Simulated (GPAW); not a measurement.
Runs of GPAW 26.7.0 on SnTe. It takes space group Pm-3m (No. 221, cubic). Conventional cell: a = 3.905 Å, b = 3.905 Å, c = 3.905 Å, α = 90.00°, β = 90.00°, γ = 90.00°. Te (site symmetry m-3m) is surrounded by 8 Sn at 3.38 Å. Sn (site symmetry m-3m) has 8 Te at 3.38 Å as nearest neighbours. Measurements of this composition are mostly on another form, of space group No. 225.

```csv
task,level,potentials or basis,cell,smearing,band path,band points,gap on the mesh (eV),pressure (GPa)
single point,RPBE,"the program's PAW data sets (release 1.2.1) made for this functional, pw",as given,gaussian 0.05 eV,-,-,none,(a)
single point,LDA,"the program's PAW data sets (release 1.2.1) made for this functional, pw",volume scaled by 0.92,improved-tetrahedron-method,-,-,none,-0.7
single point,LDA,"the program's PAW data sets (release 1.2.1) made for this functional, pw",as given,gaussian 0.1 eV,-,-,none,-5.1
band structure,PBEsol+D3(BJ),"PAW data sets generated in the run's folder for this functional, pw",as given,gaussian 0.1 eV,"GXMGRX,MR",60,-,-6.3
```

Alike in all rows: no spin polarisation; k mesh 7 × 7 × 7; cutoff (eV) 600.

Q: Fill in the values left out.

A: (a) 0.0.

Caveats: spin-orbit coupling is left out, which moves the levels of the heavy elements (some runs); pairwise dispersion overbinds metals, which lowers pressure and volume (some runs).

A k mesh can miss the band edges, and the runs leave out spin-orbit coupling on Sn, Te.

A gap of «none» marks a metal or a gap under the smearing width.

Runs at the PBE level aren't shown here.
